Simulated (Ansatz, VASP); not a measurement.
## AlPt: VASP beside Ansatz

```
Al Pt
1.0
     4.81932    0.00000    0.00000
     0.00000    4.81932    0.00000
     0.00000    0.00000    4.81932
Al Pt
4 4
Direct
  0.84443 0.84443 0.84443
  0.65557 0.15557 0.34443
  0.34443 0.65557 0.15557
  0.15557 0.34443 0.65557
  0.15400 0.15400 0.15400
  0.34600 0.84600 0.65400
  0.65400 0.34600 0.84600
  0.84600 0.65400 0.34600
```

Alike in both runs: functional PBEsol; k mesh 8 × 8 × 8; occupations gaussian, width 0.1 eV; no spin polarisation.

Ansatz relaxed the structure, and its values are those at the end. VASP's run is a single point on that final structure, the one shown.

```csv
,VASP,Ansatz
version,VASP 6.6.1,Ansatz 0.2.0
potentials or method,"VASP PAW PBE potentials, release 64 (Al, Pt)","scalar-relativistic, plane waves, PAW"
plane-wave cutoff (eV),520,420
valence electrons in the cell,52,84
```

|  | VASP | Ansatz | Ansatz less VASP |
| --- | --- | --- | --- |
| gap on the k mesh at the Fermi level (eV) | none | none | - |
| pressure (GPa) | 6.5 | 6.6 | +0.06 |
| rms of the force components (eV/Å) | 0.005 | 0.004 | -0.0016 |

A gap of «none» marks a metal or a gap that the smearing closes. The functional is the same, so the differences come from potentials, cutoffs and numerics. The two sets of potentials don't hold the same shells in valence. Ansatz warned: «stress_scf_threshold_loose».

Caveats: the PAW data sets were made with another functional, which shifts forces and pressure a little (VASP). Spin-orbit coupling is left out, which matters for the levels of Pt.
